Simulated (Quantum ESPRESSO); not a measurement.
A calculation with Quantum ESPRESSO 7.5 of Al2Pt (native input, structure typed inline):

The input pw.in:

```
&CONTROL
  calculation = 'scf'
  prefix = 'pwscf'
  outdir = './tmp'
  pseudo_dir = './pseudo'
  tprnfor = .true.
  tstress = .true.
  disk_io = 'low'
/
&SYSTEM
  ibrav = 0
  nat = 3
  ntyp = 2
  ecutwfc = 45
  ecutrho = 360
  nbnd = 18
  occupations = 'smearing'
  smearing = 'fd'
  degauss = 0.00367493
/
&ELECTRONS
  conv_thr = 6d-10
  electron_maxstep = 120
  mixing_beta = 0.5
/
ATOMIC_SPECIES
Pt   195.0840 pt_pbesol_v1.4.uspp.F.UPF
Al    26.9815 al_pbesol_v1.uspp.F.UPF
CELL_PARAMETERS angstrom
   0.0000000000    2.9550000000    2.9550000000
   2.9550000000    0.0000000000    2.9550000000
   2.9550000000    2.9550000000    0.0000000000
ATOMIC_POSITIONS crystal
Pt     0.0000000000    0.0000000000    0.0000000000
Al     0.7500000000    0.7500000000    0.7500000000
Al     0.2500000000    0.2500000000    0.2500000000
K_POINTS automatic
8 8 8 0 0 0
```

Contents of pp_density.in:

```
&INPUTPP
  prefix = 'pwscf'
  outdir = './tmp'
  filplot = 'density.dat'
  plot_num = 0
/
&PLOT
  nfile = 1
  filepp(1) = 'density.dat'
  iflag = 3
  output_format = 6
  fileout = 'density.cube'
/
```

pp_potential.in

```
&INPUTPP
  prefix = 'pwscf'
  outdir = './tmp'
  filplot = 'potential.dat'
  plot_num = 11
/
&PLOT
  nfile = 1
  filepp(1) = 'potential.dat'
  iflag = 3
  output_format = 6
  fileout = 'potential.cube'
/
```

Potentials or basis: GBRV 1.5 PBEsol.

Run with:

```sh
$ OMP_NUM_THREADS=1 mpirun -n 2 pw.x -nk 2 -in pw.in > pw.out
$ OMP_NUM_THREADS=1 mpirun -n 1 pp.x -in pp_density.in > pp_density.out
$ OMP_NUM_THREADS=1 mpirun -n 1 pp.x -in pp_potential.in > pp_potential.out
```

Task: Write the same calculation in another form: ASE script, structure from a CIF.

Result: As run:

The input run.py:

```python
import numpy as np
from ase.calculators.espresso import Espresso, EspressoProfile
import spglib
from ase import Atoms
from ase.io import read

atoms = read('Al2Pt.cif')
cell, pos, num = spglib.standardize_cell((atoms.cell[:], atoms.get_scaled_positions(), atoms.numbers), to_primitive=True, symprec=1e-4)
atoms = Atoms(numbers=num, cell=cell, scaled_positions=pos, pbc=True)

input_data = {
    'control': {'calculation': 'scf', 'prefix': 'pwscf', 'outdir': './tmp', 'tprnfor': True, 'tstress': True, 'disk_io': 'nowf'},
    'system': {'ecutwfc': 45.0, 'ecutrho': 360.0, 'nbnd': 18, 'occupations': 'smearing', 'smearing': 'fd', 'degauss': 0.00367493},
    'electrons': {'conv_thr': 6e-10, 'electron_maxstep': 120, 'mixing_beta': 0.5},
}
pseudopotentials = {'Pt': 'pt_pbesol_v1.4.uspp.F.UPF', 'Al': 'al_pbesol_v1.uspp.F.UPF'}
profile = EspressoProfile(command='mpirun -n 2 pw.x -nk 2', pseudo_dir='pseudo')
dft = Espresso(profile=profile, input_data=input_data, pseudopotentials=pseudopotentials, kpts=(8, 8, 8), koffset=(0, 0, 0))
atoms.calc = dft

print(f'energy {atoms.get_potential_energy():.8f} eV')
print('forces (eV/A)')
print(np.round(atoms.get_forces(), 6))
print('stress (eV/A^3, Voigt)')
print(np.round(atoms.get_stress(), 8))
print(f'Fermi level {dft.get_fermi_level():.4f} eV')
```

The input Al2Pt.cif:

```cif
data_Al2Pt
_cell_length_a 5.91000000
_cell_length_b 5.91000000
_cell_length_c 5.91000000
_cell_angle_alpha 90.00000000
_cell_angle_beta 90.00000000
_cell_angle_gamma 90.00000000
_space_group_name_H-M_alt 'Fm-3m'
_space_group_name_Hall '-F 4 2 3'
_space_group_IT_number 225
loop_
_space_group_symop_operation_xyz
'x,y,z'
'-x,-y,-z'
'-y,x,z'
'y,-x,-z'
'-x,-y,z'
'x,y,-z'
'y,-x,z'
'-y,x,-z'
'x,-y,-z'
'-x,y,z'
'-y,-x,-z'
'y,x,z'
'-x,y,-z'
'x,-y,z'
'y,x,-z'
'-y,-x,z'
'z,x,y'
'-z,-x,-y'
'z,-y,x'
'-z,y,-x'
'z,-x,-y'
'-z,x,y'
'z,y,-x'
'-z,-y,x'
'-z,x,-y'
'z,-x,y'
'-z,-y,-x'
'z,y,x'
'-z,-x,y'
'z,x,-y'
'-z,y,x'
'z,-y,-x'
'y,z,x'
'-y,-z,-x'
'x,z,-y'
'-x,-z,y'
'-y,z,-x'
'y,-z,x'
'-x,z,y'
'x,-z,-y'
'-y,-z,x'
'y,z,-x'
'-x,-z,-y'
'x,z,y'
'y,-z,-x'
'-y,z,x'
'x,-z,y'
'-x,z,-y'
'x,y+1/2,z+1/2'
'-x,-y+1/2,-z+1/2'
'-y,x+1/2,z+1/2'
'y,-x+1/2,-z+1/2'
'-x,-y+1/2,z+1/2'
'x,y+1/2,-z+1/2'
'y,-x+1/2,z+1/2'
'-y,x+1/2,-z+1/2'
'x,-y+1/2,-z+1/2'
'-x,y+1/2,z+1/2'
'-y,-x+1/2,-z+1/2'
[... 41 lines left out ...]
'-x+1/2,-y,z+1/2'
'x+1/2,y,-z+1/2'
'y+1/2,-x,z+1/2'
'-y+1/2,x,-z+1/2'
'x+1/2,-y,-z+1/2'
'-x+1/2,y,z+1/2'
'-y+1/2,-x,-z+1/2'
'y+1/2,x,z+1/2'
'-x+1/2,y,-z+1/2'
'x+1/2,-y,z+1/2'
'y+1/2,x,-z+1/2'
'-y+1/2,-x,z+1/2'
'z+1/2,x,y+1/2'
'-z+1/2,-x,-y+1/2'
'z+1/2,-y,x+1/2'
'-z+1/2,y,-x+1/2'
'z+1/2,-x,-y+1/2'
'-z+1/2,x,y+1/2'
'z+1/2,y,-x+1/2'
'-z+1/2,-y,x+1/2'
'-z+1/2,x,-y+1/2'
'z+1/2,-x,y+1/2'
'-z+1/2,-y,-x+1/2'
'z+1/2,y,x+1/2'
'-z+1/2,-x,y+1/2'
'z+1/2,x,-y+1/2'
'-z+1/2,y,x+1/2'
'z+1/2,-y,-x+1/2'
'y+1/2,z,x+1/2'
'-y+1/2,-z,-x+1/2'
'x+1/2,z,-y+1/2'
'-x+1/2,-z,y+1/2'
'-y+1/2,z,-x+1/2'
'y+1/2,-z,x+1/2'
'-x+1/2,z,y+1/2'
'x+1/2,-z,-y+1/2'
'-y+1/2,-z,x+1/2'
'y+1/2,z,-x+1/2'
'-x+1/2,-z,-y+1/2'
'x+1/2,z,y+1/2'
'y+1/2,-z,-x+1/2'
'-y+1/2,z,x+1/2'
'x+1/2,-z,y+1/2'
'-x+1/2,z,-y+1/2'
'x+1/2,y+1/2,z'
'-x+1/2,-y+1/2,-z'
'-y+1/2,x+1/2,z'
'y+1/2,-x+1/2,-z'
'-x+1/2,-y+1/2,z'
'x+1/2,y+1/2,-z'
'y+1/2,-x+1/2,z'
'-y+1/2,x+1/2,-z'
'x+1/2,-y+1/2,-z'
'-x+1/2,y+1/2,z'
'-y+1/2,-x+1/2,-z'
'y+1/2,x+1/2,z'
'-x+1/2,y+1/2,-z'
'x+1/2,-y+1/2,z'
'y+1/2,x+1/2,-z'
'-y+1/2,-x+1/2,z'
'z+1/2,x+1/2,y'
'-z+1/2,-x+1/2,-y'
'z+1/2,-y+1/2,x'
'-z+1/2,y+1/2,-x'
'z+1/2,-x+1/2,-y'
'-z+1/2,x+1/2,y'
'z+1/2,y+1/2,-x'
'-z+1/2,-y+1/2,x'
'-z+1/2,x+1/2,-y'
'z+1/2,-x+1/2,y'
'-z+1/2,-y+1/2,-x'
'z+1/2,y+1/2,x'
'-z+1/2,-x+1/2,y'
'z+1/2,x+1/2,-y'
'-z+1/2,y+1/2,x'
'z+1/2,-y+1/2,-x'
'y+1/2,z+1/2,x'
'-y+1/2,-z+1/2,-x'
'x+1/2,z+1/2,-y'
'-x+1/2,-z+1/2,y'
'-y+1/2,z+1/2,-x'
'y+1/2,-z+1/2,x'
'-x+1/2,z+1/2,y'
'x+1/2,-z+1/2,-y'
'-y+1/2,-z+1/2,x'
'y+1/2,z+1/2,-x'
'-x+1/2,-z+1/2,-y'
'x+1/2,z+1/2,y'
'y+1/2,-z+1/2,-x'
'-y+1/2,z+1/2,x'
'x+1/2,-z+1/2,y'
'-x+1/2,z+1/2,-y'
loop_
_atom_site_label
_atom_site_type_symbol
_atom_site_symmetry_multiplicity
_atom_site_Wyckoff_symbol
_atom_site_fract_x
_atom_site_fract_y
_atom_site_fract_z
_atom_site_occupancy
Pt1 Pt 4 a 0.0000000000 0.0000000000 0.0000000000 1
Al1 Al 8 c 0.2500000000 0.2500000000 0.7500000000 1
```

Potentials or basis: GBRV 1.5 PBEsol.

Run with:

```sh
$ OMP_NUM_THREADS=1 python run.py
```

Both were run:

|  | native input, structure typed inline | ASE script, structure from a CIF |
| --- | --- | --- |
| Pressure | -1.2 GPa | -1.2 GPa |
| Band gap on the k mesh | none (metal or under the smearing width) | none (metal or under the smearing width) |

Keys that steer only the numerical path or the files written may differ.
